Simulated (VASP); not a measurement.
Here is a VASP 6.6.1 calculation.

The input INCAR:

```
SYSTEM = Pr
PREC     = Accurate       ! precision mode
ENCUT    = 520            ! plane-wave cutoff, eV
EDIFF    = 1E-7           ! SCF threshold, eV
ISMEAR   = 0              ! smearing method
SIGMA    = 0.05           ! smearing width, eV
LREAL    = .FALSE.        ! projectors in reciprocal space
LASPH    = .TRUE.         ! aspherical terms in the spheres
NELM     = 150            ! most SCF steps
ALGO     = Normal         ! electronic algorithm
ISIF     = 2              ! what is computed and relaxed
LWAVE    = .FALSE.        ! write WAVECAR
LCHARG   = .TRUE.         ! write CHGCAR
ISPIN    = 2              ! spin polarisation
MAGMOM   = 2 2            ! initial moments
LORBIT   = 11             ! projections on sites
LMAXMIX  = 6              ! l up to which the mixer works
GGA      = PE             ! functional
LELF     = .TRUE.         ! ELF
LVHAR    = .TRUE.       
NBANDS   = 24             ! bands
```

File KPOINTS:

```
Automatic mesh
0
G
  6 6 4
  0 0 0
```

POSCAR

```
Pr
1.0
    3.6552103579      0.0000000000      0.0000000000
   -1.8276051790      3.1655050261      0.0000000000
    0.0000000000      0.0000000000      5.9701769180
Pr
2
Direct
    0.3333333333      0.6666666667      0.7500000000
    0.6666666667      0.3333333333      0.2500000000
```

Potentials or basis: VASP PAW PBE potentials, release 64 (Pr).

Command:

```console
$ cat potpaw_PBE.64/Pr/POTCAR > POTCAR
$ mpirun -np 1 vasp_std > vasp.out
```

Predict the site moments.

Pr +2.18 μB.

Predict the pressure.

0.0 GPa.

Estimate the net moment.

5.26 μB per cell.

Caveat: the magnetic or orbital state may not be the lowest. The state reached can hang on the start; a lower one may exist.
